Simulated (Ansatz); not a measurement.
Steps from a short run of molecular dynamics on a 2×2×3 supercell (24 atoms) of SiC (rocksalt), relaxed with r2SCAN; forces from PBE in Ansatz, 4×4×2 mesh, Fermi-Dirac smearing of 0.086 eV, a Nosé-Hoover thermostat at fixed volume, set at 1000 K. Spin polarisation is off, nuclei are classical, and the run is far too short for thermal averages. The structure comes from a prototype and may be hypothetical.

Cell vectors in Å:
```
0.0000 4.0277 4.0277
4.0277 0.0000 4.0277
6.0416 6.0416 0.0000
```

Question: At 28 fs the positions in Å are
```
Si  -0.031   0.031   0.050
C    2.062   1.948   2.012
Si   1.990   2.061  -0.021
C    4.047   4.013   1.998
Si   3.887   4.069  -0.070
C    6.052   6.026   2.005
Si   2.041   0.029   1.913
C    4.023   2.174   4.061
Si   4.175   1.846   2.042
C    6.076   4.201   3.961
Si   5.972   3.911   2.048
C    8.120   6.192   3.985
Si  -0.068   2.049   2.093
C    1.840   3.887   3.997
Si   2.089   3.822   2.033
C    3.922   6.063   4.052
Si   4.012   5.938   1.997
C    5.886   8.203   4.128
Si   2.111   2.072   4.092
C    4.008   3.952   6.070
Si   4.108   4.169   4.007
C    6.100   6.010   6.094
Si   6.071   6.153   3.953
C    8.029   7.977   6.038
```
What are the forces, and how far does the free energy (smearing included) lie above that of step 0, with the atoms on their sites?

Answer: 84.5 meV an atom; forces in eV/Å:
```
Si  -0.404  -0.248   0.206
C   -0.294   0.157  -0.883
Si  -0.286  -0.782   0.948
C   -1.095  -0.166   0.493
Si   2.539   0.067   0.298
C   -0.142   1.007   0.932
Si  -0.839  -0.590   0.951
C    1.473  -0.404  -0.333
Si  -1.458   1.111  -0.031
C   -1.312  -0.873   1.282
Si   1.083   1.579  -1.555
C   -1.577  -0.622   0.154
Si   0.504  -0.956   0.059
C    1.679   2.507  -0.223
Si  -0.183   1.041   0.348
C    1.030  -0.248   0.280
Si   0.832   1.130  -0.476
C   -0.185  -2.725  -1.175
Si  -0.800  -1.102  -0.267
C    0.580   1.053  -1.035
Si  -0.679  -1.426   0.141
C   -0.981  -0.466  -0.388
Si   0.254   0.725   0.038
C    0.263   0.232   0.237
```

Question: At 32 fs the positions in Å are
```
Si  -0.051   0.031   0.048
C    2.041   1.975   2.035
Si   1.986   2.047  -0.024
C    4.063   4.003   1.981
Si   3.906   4.069  -0.066
C    6.058   6.055   2.038
Si   2.042   0.011   1.902
C    4.031   2.140   4.053
Si   4.180   1.833   2.044
C    6.060   4.193   3.975
Si   5.976   3.908   2.034
C    8.092   6.196   3.985
Si  -0.061   2.048   2.097
C    1.895   3.896   4.024
Si   2.080   3.817   2.041
C    3.933   6.081   4.043
Si   4.010   5.944   1.995
C    5.883   8.249   4.082
Si   2.119   2.081   4.102
C    4.007   3.975   6.059
Si   4.105   4.175   4.018
C    6.102   6.032   6.098
Si   6.070   6.140   3.953
C    7.988   7.963   6.014
```
What are the forces, and how far does the free energy (smearing included) lie above that of step 0, with the atoms on their sites?

Answer: 82.2 meV an atom; forces in eV/Å:
```
Si   0.145   0.296   0.425
C   -0.184  -0.579  -1.096
Si  -0.113  -0.411   1.152
C   -1.296   0.076   0.663
Si   1.761   0.042   0.255
C   -0.322   0.692   0.150
Si  -0.999  -0.003   1.468
C    1.389  -0.257  -0.205
Si  -1.541   1.635  -0.109
C   -0.811  -0.812   1.107
Si   0.926   1.741  -1.217
C   -1.240  -0.739   0.192
Si   0.610  -0.877  -0.014
C    0.946   2.724  -0.601
Si   0.149   1.234   0.059
C    0.953  -0.380   0.364
Si   0.846   0.856  -0.406
C   -0.222  -3.090  -0.657
Si  -0.823  -1.403  -0.712
C    0.545   0.449  -0.865
Si  -0.613  -1.465  -0.204
C   -1.051  -0.953  -0.479
Si   0.303   0.626   0.190
C    0.641   0.597   0.542
```

Question: At 36 fs the positions in Å are
```
Si  -0.070   0.032   0.049
C    2.018   1.994   2.045
Si   1.981   2.031  -0.022
C    4.063   3.993   1.973
Si   3.934   4.070  -0.062
C    6.060   6.093   2.072
Si   2.037  -0.006   1.898
C    4.056   2.102   4.043
Si   4.176   1.829   2.046
C    6.033   4.174   4.004
Si   5.985   3.914   2.013
C    8.049   6.191   3.988
Si  -0.050   2.043   2.101
C    1.963   3.940   4.043
Si   2.072   3.818   2.049
C    3.956   6.094   4.040
Si   4.013   5.953   1.991
C    5.878   8.256   4.027
Si   2.123   2.082   4.108
C    4.013   4.004   6.037
Si   4.099   4.172   4.028
C    6.091   6.043   6.096
Si   6.071   6.130   3.953
C    7.956   7.957   5.996
```
What are the forces, and how far does the free energy (smearing included) lie above that of step 0, with the atoms on their sites?

Answer: 70.5 meV an atom; forces in eV/Å:
```
Si   0.429   0.602   0.403
C   -0.040  -0.996  -0.846
Si   0.271  -0.028   1.054
C   -1.000   0.317   0.665
Si   0.635  -0.143   0.327
C   -0.476   0.057  -0.904
Si  -0.938   0.474   1.809
C    0.606  -0.309  -0.032
Si  -1.424   2.104  -0.266
C   -0.027  -0.643   0.597
Si   0.465   1.457  -0.572
C   -0.421  -0.760   0.220
Si   0.805  -0.558  -0.345
C    0.325   1.863  -0.845
Si   0.296   1.505  -0.310
C    0.663  -0.343   0.262
Si   0.510   0.499  -0.118
C    0.067  -2.449   0.130
Si  -0.655  -1.114  -1.180
C    0.275  -0.409  -0.369
Si  -0.510  -1.259  -0.470
C   -0.752  -1.051  -0.457
Si   0.065   0.215   0.637
C    0.831   0.970   0.609
```

Question: At 44 fs the positions in Å are
```
Si  -0.101   0.043   0.055
C    1.973   1.996   2.039
Si   1.979   2.000  -0.001
C    4.032   3.988   1.979
Si   3.995   4.068  -0.045
C    6.046   6.161   2.096
Si   2.015  -0.033   1.921
C    4.115   2.011   4.023
Si   4.147   1.856   2.045
C    5.986   4.114   4.077
Si   6.007   3.947   1.965
C    7.958   6.152   4.003
Si  -0.015   2.025   2.101
C    2.106   4.080   4.050
Si   2.059   3.846   2.059
C    4.024   6.110   4.039
Si   4.023   5.980   1.983
C    5.875   8.194   3.934
Si   2.120   2.070   4.098
C    4.030   4.039   5.987
Si   4.080   4.149   4.039
C    6.047   6.030   6.076
Si   6.070   6.111   3.967
C    7.922   7.984   5.981
```
What are the forces, and how far does the free energy (smearing included) lie above that of step 0, with the atoms on their sites?

Answer: 65.0 meV an atom; forces in eV/Å:
```
Si   0.510   0.197  -0.205
C    0.556  -0.591   0.282
Si   1.112   0.882   0.288
C    0.300   0.478   0.341
Si  -1.256  -0.647   0.481
C   -0.585  -1.595  -2.073
Si  -0.319   0.903   1.383
C   -1.592  -0.372   0.190
Si  -0.944   2.014  -0.580
C    1.021  -0.290  -0.680
Si  -0.591   0.125   0.578
C    1.555  -0.491   0.185
Si   0.883   0.402  -1.366
C   -0.693  -1.173  -0.600
Si   0.075   1.635  -0.727
C    0.005  -0.019  -0.174
Si  -0.521  -0.003   0.638
C    0.980   0.231   2.038
Si  -0.210  -0.288  -1.534
C   -0.410  -1.369   0.980
Si  -0.010  -0.476  -0.666
C    0.322  -0.128  -0.232
Si  -0.936  -0.630   1.276
C    0.750   1.206   0.174
```
